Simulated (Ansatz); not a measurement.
Crystal: TaSi2.

```
Ta Si
1.0
     4.78390    0.00000    0.00000
    -2.39195    4.14298    0.00000
     0.00000    0.00000    6.57000
Ta Si
3 6
Direct
  0.00000 0.50000 0.33333
  0.50000 0.50000 0.66667
  0.50000 0.00000 0.00000
  0.31794 0.15897 0.33333
  0.15897 0.84103 0.66667
  0.84103 0.68206 0.00000
  0.68206 0.84103 0.33333
  0.84103 0.15897 0.66667
  0.15897 0.31794 0.00000
```

Base run:

- Program: Ansatz 0.2.0
- Functional: PBEsol
- Potentials or basis: Ansatz PAW
- Cutoff: 420 eV
- Density cutoff: 1680 eV
- k mesh: 5 × 5 × 3
- Occupations: fermi-dirac, width 0.05 eV
- Spin: no spin polarisation
- Hubbard terms: Ta d U = 4 eV

Its results: band gap on the k mesh none (metal or under the smearing width); pressure -1.0 GPa; largest force 0.060 eV/Å.

Question: The run is repeated on the same cell with these changes: hubbard terms from Ta d U = 4 eV to Ta d U = 8 eV. What comes out?

Answer: Band gap on the k mesh none (metal or under the smearing width); pressure 0.8 GPa; largest force 0.201 eV/Å.

Caveats: U without spin polarisation on a metal has little footing; the PAW data sets come from PBE, with cores solved anew for the run's functional, which leaves a small shift of forces and pressure; the U is typed as a test and isn't derived for this compound.

Not every run made on this cell is shown here.
